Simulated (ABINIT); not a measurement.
SnO2 (Cassiterite):

```xyz
6
Lattice="4.7380 0.0000 0.0000 0.0000 4.7380 0.0000 0.0000 0.0000 3.1865" Properties=species:S:1:pos:R:3 pbc="T T T"
Sn    2.3690    2.3690    1.5933
Sn    0.0000    0.0000    0.0000
O     3.8240    0.9140    1.5933
O     3.2830    3.2830    0.0000
O     0.9140    3.8240    1.5933
O     1.4550    1.4550    0.0000
```

| Item | Value |
| --- | --- |
| Program | ABINIT 10.8.3 (patched build) |
| Task | relaxation of cell and atoms |
| Functional | PBEsol |
| Potentials or basis | JTH PAW PBE v2.0 |
| Cutoff | 626 eV |
| k mesh | 3 × 3 × 4 |
| Occupations | fermi-dirac, width 0.05 eV |
| Spin | no spin polarisation |

At the start: pressure 3.9 GPa; volume 11.92 Å³/atom.

How do energy, volume and symmetry change on relaxing?

Over 4 steps the energy falls by 3.0 meV/atom and the volume is 12.14 Å³/atom (+1.8 %); space group P4_2/mnm (No. 136, to 0.05 Å).

The path:
```
step  energy change (eV)  largest force (eV/Å)  pressure (GPa)  volume (Å³)
   1              0.0000                0.1972            3.93        71.53
   2             -0.0157                0.0982            1.23        72.40
   3             -0.0178                0.0415           -0.01        72.81
   4             -0.0178                0.0302           -0.06        72.82
```

Final structure:
```
CELL_PARAMETERS angstrom
4.76210 0.00000 0.00000
0.00000 4.76210 0.00000
0.00000 0.00000 3.21123
ATOMIC_POSITIONS crystal
Sn 0.50000 0.50000 0.50000
Sn 0.00000 0.00000 0.00000
O 0.80650 0.19350 0.50000
O 0.69350 0.69350 0.00000
O 0.19350 0.80650 0.50000
O 0.30650 0.30650 0.00000
```

Caveat: the k mesh is coarse (spacing up to 0.49 Å⁻¹), so the values aren't converged; the PAW data sets were made with another functional, which shifts forces and pressure a little; the atomic spheres overlap.
